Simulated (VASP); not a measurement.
Here is a VASP 6.6.1 calculation.

The input INCAR:

```
PREC = Accurate
ENCUT = 520
EDIFF = 1E-7
ISMEAR = 0
SIGMA = 0.1
LREAL = F
LASPH = T
NELM = 80
ALGO = Normal
ISIF = 2
LWAVE = F
LCHARG = F
METAGGA = R2SCAN
LMIXTAU = T
IVDW = 12
VDW_S6 = 1.0
VDW_S8 = 0.78981345
VDW_A1 = 0.49484001
VDW_A2 = 5.73083694
ICORELEVEL = 1
```

Contents of KPOINTS:

```
Automatic mesh
0
Gamma
  4 4 5
```

The input POSCAR:

```
P
6.4602
    0.747340313628     -0.664449036315      0.000000000000
    0.747340313628      0.664449036315      0.000000000000
   -0.003672112845      0.000000000000      0.863846396876
P
8
Direct
    0.7744872900      0.5203388600      0.2534856300
    0.4796611400      0.2255127100      0.7465143700
    0.2255127100      0.4796611400      0.7465143700
    0.5203388600      0.7744872900      0.2534856300
    0.2850231800      0.2850231800      0.4280157100
    0.7149768200      0.7149768200      0.5719842900
    0.1567541300      0.1567541300      0.7489777000
    0.8432458700      0.8432458700      0.2510223000
```

Potentials or basis: VASP PAW PBE potentials, release 64 (P).

Launch:

```console
$ cat potpaw_PBE.64/P/POTCAR > POTCAR
$ mpirun -np 1 vasp_std > vasp.out
```

Problem. Predict the dispersion energy per atom.

Solution. -0.111 eV.

Problem. What does it give for the pressure?

Solution. -0.7 GPa.

Core levels (eV, on the scale of the bands):
| atom | levels |
| --- | --- |
| 1 P | 1s -2105.5, 2s -175.1, 2p -125.3 |
| 2 P | 1s -2105.5, 2s -175.1, 2p -125.3 |
| 3 P | 1s -2105.5, 2s -175.1, 2p -125.3 |
| 4 P | 1s -2105.5, 2s -175.1, 2p -125.3 |
| 5 P | 1s -2105.5, 2s -175.1, 2p -125.3 |
| 6 P | 1s -2105.5, 2s -175.1, 2p -125.3 |

Caveat: the PAW data sets were made with another functional, which shifts forces and pressure a little; an odd mesh through Γ misses points on the zone boundary, where band edges often lie.
